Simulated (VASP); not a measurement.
# Se (Cmcm) in VASP: a series of runs, part 2 of 2

VASP 6.6.1. The steps go on from the part before.

**3. Single point, PBE**

Contents of INCAR:

```
SYSTEM = Se
  PREC = Accurate
  ENCUT = 460
  EDIFF = 1E-6
  ISMEAR = 0
  SIGMA = 0.05
  LREAL = .False.
  LASPH = .True.
  NELM = 100
  ALGO = Normal
  ISIF = 2
  LWAVE = .False.
  LCHARG = .False.
  GGA = PE
  ADDGRID = .False.
```

Contents of KPOINTS:

```
regular mesh
0
Gamma
  10 10 6
  0 0 0
```

Contents of POSCAR:

```
Se
1.0
    1.3942694300     -4.0390027650      0.0000000000
    1.3942694300      4.0390027650      0.0000000000
    0.0000000000      0.0000000000      4.6134314000
Se
2
Direct
    0.0643446800      0.9356553200      0.2500000000
    0.9356553200      0.0643446800      0.7500000000
```

Potentials or basis: VASP PAW PBE potentials, release 64 (Se).

Run with:

```console
> cat potpaw_PBE.64/Se/POTCAR > POTCAR
> mpirun -np 1 vasp_std > vasp.out
```

OUTCAR:

```text
SYSTEM = Se
   PREC = Accurate
   ENCUT = 460
   EDIFF = 1E-6
   ISMEAR = 0
   LREAL = .False.
   LASPH = .True.
   NELM = 100
   ISIF = 2
   GGA = PE

 Found    124 irreducible k-points:

 Following reciprocal coordinates:
            Coordinates               Weight
  0.000000  0.000000  0.000000      1.000000
  0.100000 -0.000000  0.000000      4.000000
  0.200000 -0.000000  0.000000      4.000000
  0.300000  0.000000  0.000000      4.000000
  0.400000  0.000000  0.000000      4.000000
  0.500000 -0.000000  0.000000      2.000000
   k-points           NKPTS =    124   k-points in BZ     NKDIM =    124   number of bands    NBANDS=     10
   number of dos      NEDOS =    301   number of ions     NIONS =      2
   total plane-waves  NPLWV =  28800
   dimension x,y,z NGX =    30 NGY =   30 NGZ =   32
   dimension x,y,z NGXF=    60 NGYF=   60 NGZF=   64
   ions per type =               2
   NGX,Y,Z   is equivalent  to a cutoff of  11.67, 11.67, 11.53 a.u.
   NGXF,Y,Z  is equivalent  to a cutoff of  23.34, 23.34, 23.06 a.u.
 SYSTEM =  Se
   PREC   = accura    normal or accurate (medium, high low for compatibility)
   ISTART =      0    job   : 0-new  1-cont  2-samecut
   ICHARG =      2    charge: 1-file 2-atom 10-const
   ISPIN  =      1    spin polarized calculation?
   LNONCOLLINEAR =      F non collinear calculations
   LSORBIT =      F    spin-orbit coupling
   LASPH  =      T    aspherical Exc in radial PAW
   ENCUT  =  460.0 eV  33.81 Ry    5.81 a.u.   7.47  7.47  8.07*2*pi/ulx,y,z
   NELM   =    100;   NELMIN=  2; NELMDL= -5     # of ELM steps
   EDIFF  = 0.1E-05   stopping-criterion for ELM
   LREAL  =      F    real-space projection
   EDIFFG = 0.1E-04   stopping-criterion for IOM
   NSW    =      0    number of steps for IOM
   IBRION =     -1    ionic relax: 0-MD 1-quasi-New 2-CG
   NFREE  =      0    steps in history (QN), initial steepest desc. (CG)
   ISIF   =      2    stress and relaxation
   ISYM   =      2    0-nonsym 1-usesym 2-fastsym
   POTIM  = 0.5000    time-step for ionic-motion
   TEBEG  =    0.0;   TEEND  =   0.0 temperature during run
   PSTRESS=    0.0 pullay stress
   NELECT =      12.0000    total number of electrons
   NUPDOWN=      -1.0000    fix difference up-down
   EMIN   =  10.00;   EMAX   =-10.00  energy-range for DOS
   EFERMI =   0.00;   METHOD = LEGACY
   ISMEAR =     0;   SIGMA  =   0.05  broadening in eV -4-tet -1-fermi 0-gaus
   EFERMI_NEDOS =   21; number of points for ismear=-14 and -15
   IALGO  =     38    algorithm
   IMIX   =      4    mixing-type and parameters
     AMIX     =   0.40;   BMIX     =  1.00
     AMIX_MAG =   1.60;   BMIX_MAG =  1.00
  volume/ion in A,a.u.               =      25.98       175.32
  Fermi-wavevector in a.u.,A,eV,Ry     =   1.004408  1.898056 13.726046  1.008836
  Thomas-Fermi vector in A             =   2.137022
   LORBIT       =      0    0 simple, 1 ext, 2 COOP (PROOUT), +10 PAW based schemes
   GGA     = PE    functional components
   LHFCALC =     F    Hartree Fock is set to
   AEXX    =    0.0000 exact exchange contribution
   IVDW    =     0    specifies the selected vdW correction
   LEPSILON=     F    determine dielectric tensor
   LRPA    =     F    only Hartree local field effects (RPA)
 non-spin polarized calculation
 Gauss-broadening in eV      SIGMA  =   0.05
  energy-cutoff  :      460.00
  volume of cell :       51.96
 maximum number of plane-waves:      1186
 NGX is ok and might be reduce to    30
   NGX = 15   NGY = 15   NGZ = 17

 number of electron      12.0000001 magnetization

 Free energy of the ion-electron system (eV)
  ---------------------------------------------------
  ext. energy  EPLUGINS =         0.00000000
  ---------------------------------------------------
  free energy    TOTEN  =        -6.70527815 eV

  energy without entropy =       -6.70310251  energy(sigma->0) =       -6.70419033

 E-fermi :   3.3737     XC(G=0):  -9.1008

 val. band max:        3.3689366055   @ k =   0.2000  -0.0000   0.3333
 cond. band min:       3.3848740309   @ k =   0.1000   0.1000   0.3333
 fundamental gap:      0.0159374255
 Fermi energy:         3.3737028284

 k-point     1 :       0.0000    0.0000    0.0000
  band No.  band energies     occupation
      1     -12.7001      2.00000
      2      -8.7262      2.00000
      3      -3.3168      2.00000
      4       0.8940      2.00000
      5       1.0698      2.00000
      6       5.2704      0.00000
      7       5.6257      0.00000
      8       7.6461      0.00000
      9       8.7228      0.00000
     10      10.1122      0.00000

 k-point     2 :       0.1000   -0.0000    0.0000
  band No.  band energies     occupation
      1     -12.5456      2.00000
      2      -8.5805      2.00000
      3      -3.1778      2.00000
      4       0.7962      2.00000
      5       1.3764      2.00000
      6       3.9019      0.00000
      7       5.6910      0.00000
      8       6.4874      0.00000
      9       8.8960      0.00000
     10      10.4235      0.00000

 k-point     3 :       0.2000   -0.0000    0.0000
  band No.  band energies     occupation
      1     -12.1002      2.00000
      2      -8.1587      2.00000
      3      -2.7847      2.00000
      4       0.7789      2.00000
      5       1.4885      2.00000
      6       1.9532      2.00000
      7       4.2509      0.00000
      8       5.8822      0.00000
      9       9.4668      0.00000
     10      11.1250      0.00000

 k-point     4 :       0.3000    0.0000    0.0000
  band No.  band energies     occupation
      1     -11.4347      2.00000
      2      -7.5227      2.00000
      3      -2.2226      2.00000
      4      -0.9836      2.00000
      5       1.3029      2.00000
      6       1.9686      2.00000
      7       2.5194      2.00000
      8       6.1630      0.00000
      9      10.2297      0.00000
     10      10.2369      0.00000

 k-point     5 :       0.4000    0.0000    0.0000
  band No.  band energies     occupation
      1     -10.7382      2.00000
      2      -6.8476      2.00000
      3      -2.6995      2.00000
      4      -1.6763      2.00000
      5       0.3210      2.00000
      6       1.7812      2.00000
      7       2.8021      2.00000
      8       6.4152      0.00000
      9       8.7302      0.00000
     10       9.4687      0.00000

 k-point     6 :       0.5000   -0.0000    0.0000
  band No.  band energies     occupation
      1     -10.4066      2.00000
      2      -6.5222      2.00000
      3      -3.3753      2.00000
      4      -1.4359      2.00000
      5      -0.3468      2.00000
      6       2.0500      2.00000
      7       2.8688      2.00000
      8       6.4948      0.00000
      9       8.2015      0.00000
     10       9.0339      0.00000

 [... further k-points ...]
[... 5 lines left out ...]
  --------------------------------------------------------------------------------------
  -------------------------------------------------------------------------------------
  Total        0.1559054      0.3017142      1.0504708      0.0000000     -0.0000000      0.0000000
  in kB        4.8072528      9.3031798     32.3906487      0.0000000     -0.0000000      0.0000000
  external PRESSURE =      15.5003604 kB  Pullay stress =       0.0000000 kB

 VOLUME and BASIS-vectors are now :
 -----------------------------------------------------------------------------
  energy-cutoff  :      460.00
  volume of cell :       51.96
      direct lattice vectors                 reciprocal lattice vectors
     1.394269430 -4.039002765  0.000000000     0.358610746 -0.123792933  0.000000000
     1.394269430  4.039002765  0.000000000     0.358610746  0.123792933  0.000000000
     0.000000000  0.000000000  4.613431400     0.000000000  0.000000000  0.216758398

 POSITION                                       TOTAL-FORCE (eV/Angst)
 -----------------------------------------------------------------------------------
      1.39427      3.51923      1.15336         0.000000      0.033327      0.000000
      1.39427     -3.51923      3.46007         0.000000     -0.033327     -0.000000
 -----------------------------------------------------------------------------------
    total drift:                               -0.000000     -0.000000      0.000000

  FREE ENERGIE OF THE ION-ELECTRON SYSTEM (eV)
  ---------------------------------------------------
  free  energy   TOTEN  =        -6.7052781532 eV

  energy  without entropy=       -6.7031025123  energy(sigma->0) =       -6.70419033
```

OSZICAR:

```text
N       E                     dE             d eps       ncg     rms          rms(c)
DAV:   1     0.462140043079E+02    0.46214E+02   -0.46891E+03  2480   0.899E+02
DAV:   2    -0.433922627101E+01   -0.50553E+02   -0.48359E+02  3788   0.141E+02
DAV:   3    -0.671324005360E+01   -0.23740E+01   -0.23569E+01  3182   0.352E+01
DAV:   4    -0.672939291262E+01   -0.16153E-01   -0.16141E-01  3012   0.321E+00
DAV:   5    -0.672948819997E+01   -0.95287E-04   -0.95281E-04  2904   0.226E-01    0.542E+00
DAV:   6    -0.671092624064E+01    0.18562E-01   -0.16369E-02  2720   0.884E-01    0.329E+00
DAV:   7    -0.670547980845E+01    0.54464E-02   -0.31087E-02  2678   0.127E+00    0.129E-01
DAV:   8    -0.670525456535E+01    0.22524E-03   -0.28771E-03  2614   0.369E-01    0.420E-02
DAV:   9    -0.670526777944E+01   -0.13214E-04   -0.40263E-05  2848   0.513E-02    0.218E-02
DAV:  10    -0.670527782025E+01   -0.10041E-04   -0.75287E-06  2694   0.238E-02    0.345E-03
DAV:  11    -0.670527815321E+01   -0.33296E-06   -0.12128E-06  1684   0.812E-03
   1 F= -.67052782E+01 E0= -.67041903E+01  d E =-.217564E-02
```

stdout:

```text
POSCAR found type information on POSCAR Se
 POSCAR found :  1 types and       2 ions
 scaLAPACK will be used
 LDA part: xc-table for (Slater+PW92), standard interpolation
 POSCAR, INCAR and KPOINTS ok, starting setup
 FFT: planning ... GRIDC
 FFT: planning ... GRID_SOFT
 FFT: planning ... GRID
 WAVECAR not read
 entering main loop
```

Run time: 24 s. Hardware: 1 thread of Intel Xeon Platinum 8488C (Sapphire Rapids), shared host; peak memory 0.2 GiB.

The run converged, but some of its settings lie outside the range that counts as converged, so its numbers aren't taken as properties of the crystal.

What came out:

| Item | Value |
| --- | --- |
| Free energy | -6.7053 eV |
| Pressure | 1.6 GPa |
| Largest force | 0.033 eV/Å |
| Band gap on the k mesh | none (metal or under the smearing width) |

**4. Single point, PBE**

Edit INCAR of step 3 so:

```diff
@@ -2,3 +2,3 @@
   PREC = Accurate
-  ENCUT = 460
+  ENCUT = 650
   EDIFF = 1E-6
```

Contents of KPOINTS:

```
regular mesh
0
Gamma
  9 9 5
  0 0 0
```

POSCAR is that of step 3.

Run with:

```console
> cat potpaw_PBE.64/Se/POTCAR > POTCAR
> mpirun -np 1 vasp_std > vasp.out
```

It took 22 s on 1 thread of Intel Xeon Platinum 8488C (Sapphire Rapids), shared host; peak memory 0.23 GiB.

The run converged, but some of its settings lie outside the range that counts as converged, so its numbers aren't taken as properties of the crystal.

What came out:

```yaml
Free_energy: -6.6418 eV
Pressure: 1.7 GPa
Largest_force: 0.051 eV/Å
Band_gap_on_the_k_mesh: none (metal or under the smearing width)
```

**5. Single point, PBE**

Edit INCAR of step 4 so:

```diff
@@ -2,3 +2,3 @@
   PREC = Accurate
-  ENCUT = 650
+  ENCUT = 520
   EDIFF = 1E-6
```

Contents of KPOINTS:

```
regular mesh
0
Gamma
  10 10 6
  0 0 0
```

POSCAR is that of step 4.

Potentials or basis: VASP PAW PBE potentials, release 64 (Se).

Run with:

```console
> cat potpaw_PBE.64/Se/POTCAR > POTCAR
> mpirun -np 1 vasp_std > vasp.out
```

OUTCAR:

```text
SYSTEM = Se
   PREC = Accurate
   ENCUT = 520
   EDIFF = 1E-6
   ISMEAR = 0
   LREAL = .False.
   LASPH = .True.
   NELM = 100
   ISIF = 2
   GGA = PE

 Found    124 irreducible k-points:

 Following reciprocal coordinates:
            Coordinates               Weight
  0.000000  0.000000  0.000000      1.000000
  0.100000 -0.000000  0.000000      4.000000
  0.200000 -0.000000  0.000000      4.000000
  0.300000  0.000000  0.000000      4.000000
  0.400000  0.000000  0.000000      4.000000
  0.500000 -0.000000  0.000000      2.000000
   k-points           NKPTS =    124   k-points in BZ     NKDIM =    124   number of bands    NBANDS=     10
[... 157 lines left out ...]
  --------------------------------------------------------------------------------------
  -------------------------------------------------------------------------------------
  Total        0.1604829      0.3071324      1.0536931      0.0000000     -0.0000000      0.0000000
  in kB        4.9483953      9.4702458     32.4900078      0.0000000     -0.0000000      0.0000000
  external PRESSURE =      15.6362163 kB  Pullay stress =       0.0000000 kB

 VOLUME and BASIS-vectors are now :
 -----------------------------------------------------------------------------
  energy-cutoff  :      520.00
  volume of cell :       51.96
      direct lattice vectors                 reciprocal lattice vectors
     1.394269430 -4.039002765  0.000000000     0.358610746 -0.123792933  0.000000000
     1.394269430  4.039002765  0.000000000     0.358610746  0.123792933  0.000000000
     0.000000000  0.000000000  4.613431400     0.000000000  0.000000000  0.216758398

 POSITION                                       TOTAL-FORCE (eV/Angst)
 -----------------------------------------------------------------------------------
      1.39427      3.51923      1.15336         0.000000      0.033422      0.000000
      1.39427     -3.51923      3.46007         0.000000     -0.033422     -0.000000
 -----------------------------------------------------------------------------------
    total drift:                                0.000000     -0.000000      0.000000

  FREE ENERGIE OF THE ION-ELECTRON SYSTEM (eV)
  ---------------------------------------------------
  free  energy   TOTEN  =        -6.7053964684 eV

  energy  without entropy=       -6.7032208397  energy(sigma->0) =       -6.70430865
```

stdout:

```text
POSCAR found type information on POSCAR Se
 POSCAR found :  1 types and       2 ions
 scaLAPACK will be used
 LDA part: xc-table for (Slater+PW92), standard interpolation
 POSCAR, INCAR and KPOINTS ok, starting setup
 FFT: planning ... GRIDC
 FFT: planning ... GRID_SOFT
 FFT: planning ... GRID
 WAVECAR not read
 entering main loop
```

Wall time 23 s (1 thread of Intel Xeon Platinum 8488C (Sapphire Rapids), shared host); peak memory 0.21 GiB.

The run converged, but some of its settings lie outside the range that counts as converged, so its numbers aren't taken as properties of the crystal.

Results:

- Free energy: -6.7054 eV
- Pressure: 1.6 GPa
- Largest force: 0.033 eV/Å
- Band gap on the k mesh: none (metal or under the smearing width)

**6. Single point, PBE**

Contents of INCAR:

```
SYSTEM = Se
PREC = Accurate ; ENCUT = 500
EDIFF = 1E-6 ; ISMEAR = 0
SIGMA = 0.02 ; LREAL = .False.
LASPH = .True. ; NELM = 100
ALGO = Normal ; ISIF = 2
LWAVE = .False. ; LCHARG = .False.
GGA = PE
```

Contents of KPOINTS:

```
regular mesh
0
Gamma
  5 5 3
  0 0 0
```

POSCAR is that of step 5.

Potentials or basis: VASP PAW PBE potentials, release 64 (Se_GW).

Run with:

```console
> cat potpaw_PBE.64/Se_GW/POTCAR > POTCAR
> mpirun -np 1 vasp_std > vasp.out
```

Wall time 5.6 s (1 thread of Intel Xeon 6975P-C (Granite Rapids), shared host); peak memory 0.17 GiB.

It converged, with:

```yaml
Free_energy: -6.5242 eV
Pressure: 1.6 GPa
Largest_force: 0.147 eV/Å
Band_gap_on_the_k_mesh: none (metal or under the smearing width)
```

Forces in eV/Å, atoms in the order of the input:
```
Se   0.000  0.147  0.000
Se   0.000 -0.147  0.000
```

Stress tensor (GPa, compression positive):
```
1.43 0.00 0.00
0.00 0.87 0.00
0.00 0.00 2.35
```

Levels at points of the mesh, in eV from the Fermi level:
| k point | band 2 | band 3 | band 4 | band 5 | band 6 | band 7 | band 8 | band 9 | band 10 |
| --- | --- | --- | --- | --- | --- | --- | --- | --- | --- |
| (0.00, 0.00, 0.00) | -12.08 | -6.66 | -2.47 | -2.30 | 1.92 | 2.28 | 4.29 | 5.35 | 6.74 |

Caveat: the k mesh is coarse (spacing up to 0.48 Å⁻¹), so the values aren't converged.

**7. For comparison**

An earlier run on the cell as given: functional PBE; potentials or basis VASP PAW PBE potentials, release 64 (Se); cutoff 520 eV; k mesh 10 × 10 × 6; occupations fermi-dirac, width 0.05 eV; no spin polarisation.

* Pressure: 1.6 GPa
* Largest force: 0.031 eV/Å
* Band gap on the k mesh: none (metal or under the smearing width)
